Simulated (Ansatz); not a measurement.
# WC: molecular dynamics

Purpose: to ramp the temperature up and watch the lattice. Runs: 350 steps of 1 fs under a Langevin thermostat, set from 300 K to 4200 K by a schedule. The start is the crystal (P-6m2), its volume scaled by 1.15.

All numbers below are computed with Ansatz 0.2.0 (DFT PBE, plane waves, PAW, scalar-relativistic, no spin polarisation).

## Step 1: Starting point

The cell holds 16 atoms (C8W8): a = 6.078 Å, b = 5.263 Å, c = 5.928 Å, α = 90.00°, β = 90.00°, γ = 90.00°.

As a file:

```xyz
16
Lattice="-3.0388 -5.2634 0.0000 4.5582 -2.6317 0.0000 0.0000 0.0000 5.9278" Properties=species:S:1:pos:R:3 pbc="T T T"
W     0.0000   -5.2634    0.0000
C     1.5194   -4.3862    1.4820
W     0.0000   -5.2634    2.9639
C     1.5194   -4.3862    4.4459
W    -1.5194   -2.6317    0.0000
C     0.0000   -1.7545    1.4820
W    -1.5194   -2.6317    2.9639
C     0.0000   -1.7545    4.4459
W     1.5194   -2.6317    0.0000
C     3.0388   -1.7545    1.4820
W     1.5194   -2.6317    2.9639
C     3.0388   -1.7545    4.4459
W     0.0000    0.0000    0.0000
C    -1.5194   -4.3862    1.4820
W     0.0000    0.0000    2.9639
C    -1.5194   -4.3862    4.4459
```

## Step 2: The run

350 steps of 1 fs under a Langevin thermostat, set from 300 K to 4200 K by a schedule.

Input file input.yaml:

```yaml
crystal:
  lattice:
    - [-3.038824, -5.263397, 0.0]
    - [4.558235, -2.631698, 0.0]
    - [0.0, 0.0, 5.927827]
  atoms:
    - { symbol: W, position: [0.75, 0.5, 0.0] }
    - { symbol: C, position: [0.5, 0.6666667, 0.25] }
    - { symbol: W, position: [0.75, 0.5, 0.5] }
    - { symbol: C, position: [0.5, 0.6666667, 0.75] }
    - { symbol: W, position: [0.5, 0.0, 0.0] }
    - { symbol: C, position: [0.25, 0.1666667, 0.25] }
    - { symbol: W, position: [0.5, 0.0, 0.5] }
    - { symbol: C, position: [0.25, 0.1666667, 0.75] }
    - { symbol: W, position: [0.25, 0.5, 0.0] }
    - { symbol: C, position: [0.0, 0.6666667, 0.25] }
    - { symbol: W, position: [0.25, 0.5, 0.5] }
    - { symbol: C, position: [0.0, 0.6666667, 0.75] }
    - { symbol: W, position: [0.0, 0.0, 0.0] }
    - { symbol: C, position: [0.75, 0.1666667, 0.25] }
    - { symbol: W, position: [0.0, 0.0, 0.5] }
    - { symbol: C, position: [0.75, 0.1666667, 0.75] }
basis:
  ecutwfc: 420.0
kpoints:
  mp_grid: { grid: [2, 2, 2] }
hamiltonian:
  xc: pbe
  pseudopotentials: { kind: paw, azcp: { folder: soft_1 } }
scf:
  occupations: { method: fermi_dirac, width: 0.36 }
  lower_state_search: "off"
md:
  timestep: 1
  n_steps: 350
  ensemble: nvt_langevin
  temperature: 300.0
  initial_velocities: maxwell_boltzmann
  seed: 474237
  friction: 0.02
  temperature_schedule: [{ n_steps: 350, end_temperature: 4200.0 }]
```

Run with:

```sh
ansatz run input.yaml --threads 1 --pin off --max-ram 3072MiB --backend cpu --events-out ev --progress --plain --runs-dir out
```

What does the calculation give? Wanted: temperature, first and last step; temperature, second half; potential energy, second half.

As calculated:

| quantity | value |
| --- | --- |
| length | 350 steps of 1 fs |
| temperature, first and last step | 281 and 2814 K |
| temperature, second half | mean 3225 K, from 1920 to 5621 K |
| potential energy, second half | +376 meV/atom from the start |

**Reading.** The run blows up, reaching 5621 K, so it describes no real motion. 350 fs on 16 atoms is far too short and small for converged averages.
